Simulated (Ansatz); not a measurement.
# Forms of BiS₇: one energy to predict

Level of theory: DFT PBE, scalar-relativistic, plane waves, PAW in Ansatz. Settings: cutoff 420 eV, Γ-centred meshes spaced at most about 0.3 Å⁻¹, and about 0.25 Å⁻¹ or finer for metals (2π included), Gaussian smearing. No spin polarisation.

Temperature and zero-point effects are left out. Rows are sorted by volume; energies count from the lowest form computed. Coordination counts S atoms around Bi (those within 1.25 times the shortest such distance or 1.15 times the sum of covalent radii; a plus sign parts nearer from farther groups).

| row | form | source | atoms | coordination | V (Å³/atom) | gap on mesh (eV) | ΔE (meV/atom) |
| --- | --- | --- | --- | --- | --- | --- | --- |
| 1 | P4/mmm | invented | 8 | Bi 4+2 | 20.3 | 0 | 385 |
| 2 | P4/m | invented | 8 | Bi 6 | 23.0 | 0 | 330 |
| 3 | P-3m1 | invented | 8 | Bi 2 | 24.8 | 0 | 290 |
| 4 | R-3 | invented | 8 | Bi 6 | 25.7 | 0 | ? |
| 5 | P1 | invented | 8 | Bi 4 | 34.3 | 0 | 0 |

The cell of row 4:

```cif
data_structure
_symmetry_space_group_name_H-M 'R-3:H'
_symmetry_Int_Tables_number 148
_cell_length_a 7.0446
_cell_length_b 7.0446
_cell_length_c 14.3668
_cell_angle_alpha 90.000
_cell_angle_beta 90.000
_cell_angle_gamma 120.000
_cell_volume 617.45
loop_
_atom_site_label
_atom_site_type_symbol
_atom_site_symmetry_multiplicity
_atom_site_Wyckoff_symbol
_atom_site_fract_x
_atom_site_fract_y
_atom_site_fract_z
_atom_site_occupancy
Bi1 Bi 3 b 0.33333 0.66667 0.16667 1
S1 S 18 f 0.97944 0.58829 0.04950 1
S2 S 3 a 0.00000 0.00000 0.00000 1
```

Q: How far above the lowest form does the open row lie?

A: 276 meV/atom, which puts it above row 5 and below row 3. Counting S atoms around Bi, row 4 has Bi 6 and the lowest form (row 5) has Bi 4. Row 4 holds S–S pairs (shortest 2.00 Å); the lowest form (row 5) holds S–S units of three or more atoms (shortest 2.00 Å).

An observed structure of this formula, if there is one, may be missing.

The k mesh leaves some 4 meV/atom of noise in the energy of each metallic cell. No dispersion correction is applied, so the spacing and binding between layers, chains or molecules are poorly described (P1, P-3m1), and this can change margins and order among such cells. These runs have no spin–orbit coupling, which can matter for Bi. In P1, R-3, P-3m1, P4/m, P4/mmm an odd number of electrons in the primitive cell allows no gap without spin; a larger cell or a magnetic state could open one. Cells relaxed within their symmetry can be saddle points. Some candidate types were left out of the draw beforehand, so a known form may be missing.
